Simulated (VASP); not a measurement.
## VASP 6.6.1 run: MgS

INCAR

```
LREAL = Auto
ISMEAR = 1
ENCUT = 520
LWAVE = .FALSE.
LCHARG = .FALSE.
ISIF = 2
GGA = CA
IBRION = -1
PREC = Accurate
NELM = 70
LASPH = .TRUE.
SIGMA = 0.01
NSW = 0
NBANDS = 11
EDIFF = 1E-7
```

KPOINTS

```
KPOINTS created by Atomic Simulation Environment
0
Gamma
8 8 8
0 0 0
```

POSCAR

```
Mg S
 1.0000000000000000
     0.0000000000000000    2.8308768390485555    2.8308768390485555
     2.8308768390485555    0.0000000000000000    2.8308768390485555
     2.8308768390485555    2.8308768390485555    0.0000000000000000
 Mg  S
   1   1
Cartesian
  0.0000000000000000  0.0000000000000000 -0.0000000000000000
  1.4154384195242775  1.4154384195242775  1.4154384195242775
```

The recommended LDA PAW datasets give the neutral cell 8 valence electrons.

Command

```
mpirun -np 1 vasp_std
```

OSZICAR

```
N       E                     dE             d eps       ncg     rms          rms(c)
DAV:   1     0.224236560308E+02    0.22424E+02   -0.33036E+03   654   0.568E+02
DAV:   2    -0.803748600607E+01   -0.30461E+02   -0.28548E+02   798   0.966E+01
DAV:   3    -0.992631060969E+01   -0.18888E+01   -0.18854E+01   769   0.261E+01
DAV:   4    -0.994116931718E+01   -0.14859E-01   -0.14856E-01   777   0.277E+00
DAV:   5    -0.994132930676E+01   -0.15999E-03   -0.15659E-03   781   0.283E-01    0.403E+00
DAV:   6    -0.943606331619E+01    0.50527E+00   -0.12849E+00   706   0.410E+00    0.300E+00
DAV:   7    -0.938537752757E+01    0.50686E-01   -0.22779E-01   777   0.184E+00    0.223E+00
DAV:   8    -0.938127236823E+01    0.41052E-02   -0.15032E-02   713   0.713E-01    0.118E+00
DAV:   9    -0.938029248405E+01    0.97988E-03   -0.22497E-03   746   0.231E-01    0.381E-01
DAV:  10    -0.938031324097E+01   -0.20757E-04   -0.65969E-05   774   0.438E-02    0.137E-01
DAV:  11    -0.938031275121E+01    0.48976E-06   -0.46217E-05   749   0.291E-02    0.497E-02
DAV:  12    -0.938031262678E+01    0.12443E-06   -0.11064E-06   758   0.558E-03    0.192E-02
DAV:  13    -0.938031260772E+01    0.19068E-07   -0.22225E-07   734   0.218E-03
   1 F= -.93803126E+01 E0= -.93803137E+01  d E =0.339721E-05
```

From OUTCAR

```
k-points           NKPTS =     29   k-points in BZ     NKDIM =     29   number of bands    NBANDS=     11

   NELECT =       8.0000    total number of electrons

   dimension x,y,z NGX =    30 NGY =   30 NGZ =   30
   dimension x,y,z NGXF=    60 NGYF=   60 NGZF=   60

  energy-cutoff  :      520.00
  volume of cell :       45.37
      direct lattice vectors                 reciprocal lattice vectors
     0.000000000  2.830876839  2.830876839    -0.176623721  0.176623721  0.176623721
     2.830876839  0.000000000  2.830876839     0.176623721 -0.176623721  0.176623721
     2.830876839  2.830876839  0.000000000     0.176623721  0.176623721 -0.176623721

 k-points in reciprocal lattice and weights: KPOINTS created by Atomic Simulation Env
   0.00000000  0.00000000  0.00000000       0.002
   0.12500000  0.00000000  0.00000000       0.016
   0.25000000  0.00000000  0.00000000       0.016
   0.37500000  0.00000000  0.00000000       0.016
   0.50000000  0.00000000  0.00000000       0.008
   0.12500000  0.12500000  0.00000000       0.012
   0.25000000  0.12500000  0.00000000       0.047
   0.37500000  0.12500000  0.00000000       0.047
   ...

 E-fermi :   0.9025

 k-point     1 :       0.0000    0.0000    0.0000
  band No.  band energies     occupation
      1     -10.3444      2.00000
      2       0.8941      2.00000
      3       0.8941      2.00000
      4       0.8941      1.99999
      5       4.0893      0.00000
      6       8.6611      0.00000
      7       8.6611      0.00000
      8       8.6611      0.00000
      9      11.6359      0.00000
     10      11.6359      0.00000
     11      14.2486      0.00000

 k-point     2 :       0.1250    0.0000    0.0000
  band No.  band energies     occupation
      1     -10.2548      2.00000
      2       0.1808      2.00000
      3       0.8394      2.00000
      4       0.8394      2.00000
      5       4.7720      0.00000
      6       8.4620      0.00000
      7       8.8388      0.00000
      8       8.8388      0.00000
      9      11.1499      0.00000
     10      11.1499      0.00000
     11      13.7173      0.00000

 k-point     3 :       0.2500    0.0000    0.0000
  band No.  band energies     occupation
      1     -10.0224      2.00000
      2      -1.0188      2.00000
      3       0.7163      2.00000
      4       0.7163      2.00000
      5       5.6273      0.00000
      6       8.4846      0.00000
      7       8.8790      0.00000
      8       8.8790      0.00000
      9      11.1842      0.00000
     10      11.1842      0.00000
     11      12.8575      0.00000

 k-point     4 :       0.3750    0.0000    0.0000
  band No.  band energies     occupation
      1      -9.7615      2.00000
      2      -1.9608      2.00000
      3       0.6038      2.00000
      4       0.6038      2.00000
      5       5.7965      0.00000
      6       8.5252      0.00000
      7       8.5252      0.00000
      8       9.0337      0.00000
      9      12.4866      0.00000
     10      12.4866      0.00000
     11      12.8526      0.00000

 k-point     5 :       0.5000    0.0000    0.0000
  band No.  band energies     occupation
      1      -9.6427      2.00000
      2      -2.3184      2.00000
      3       0.5598      2.00000
      4       0.5598      2.00000
      5       5.7637      0.00000
      6       8.3547      0.00000
      7       8.3547      0.00000
      8       9.2657      0.00000
      9      13.4562      0.00000
     10      14.0168      0.00000
     11      14.0168      0.00000

 ...

  Total       -0.6828586     -0.6828586     -0.6828586      0.0000000     -0.0000000     -0.0000000
  in kB      -24.1128432    -24.1128432    -24.1128432      0.0000000     -0.0000000     -0.0000000
  external PRESSURE =     -24.1128432 kB  Pullay stress =       0.0000000 kB

 POSITION                                       TOTAL-FORCE (eV/Angst)
 -----------------------------------------------------------------------------------
      0.00000      0.00000      0.00000        -0.000000     -0.000000      0.000000
      1.41544      1.41544      1.41544         0.000000      0.000000     -0.000000
 -----------------------------------------------------------------------------------
    total drift:                               -0.000000     -0.000000     -0.000000

  FREE ENERGIE OF THE ION-ELECTRON SYSTEM (eV)
  ---------------------------------------------------
  free  energy   TOTEN  =        -9.3803126077 eV

  energy  without entropy=       -9.3803160049  energy(sigma->0) =       -9.38031374
```

It converged. Results: gap between bands v and c on the k mesh 3.20 eV; least direct gap on the k mesh 3.20 eV; pressure -2.4 GPa. Band v is the last that the valence electrons fill when counted band by band, and c is the next.

For comparison, a separate LDA run of the intended cell, on usual settings and not on those above, gives a gap of 3.20 eV on its mesh and a pressure of -2.4 GPa.

The run above took about 9.6 s on one core of a shared host (Intel Xeon 6975P-C) and held 0.14 GiB at most.
